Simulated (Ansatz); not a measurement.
Results of LDA in Ansatz (plane waves, PAW) for LaAlO3 (R-3c, No. 167).

Numerical settings: plane-wave cutoff 520 eV, 8×8×8 k mesh, Fermi–Dirac smearing 0.01 eV, scalar-relativistic PAW data made under PBE.

Computed at the level's own relaxed cell.

Q: Estimate the band gap, smallest direct gap on the k points sampled, lattice constant a and lattice parameter c that the calculation returns.

A: 
* **band gap**: 3.89 eV
* **smallest direct gap on the k points sampled**: 3.90 eV
* **lattice constant a**: 5.301 Å
* **lattice parameter c**: 12.934 Å

Note: the volume lies 5 % below that of the published cell.

Spin–orbit coupling is not included.

Computed values are for the static lattice.

The result took around 40 core-seconds (rough).

Ansatz is a quantum-chemistry and plane-wave program.
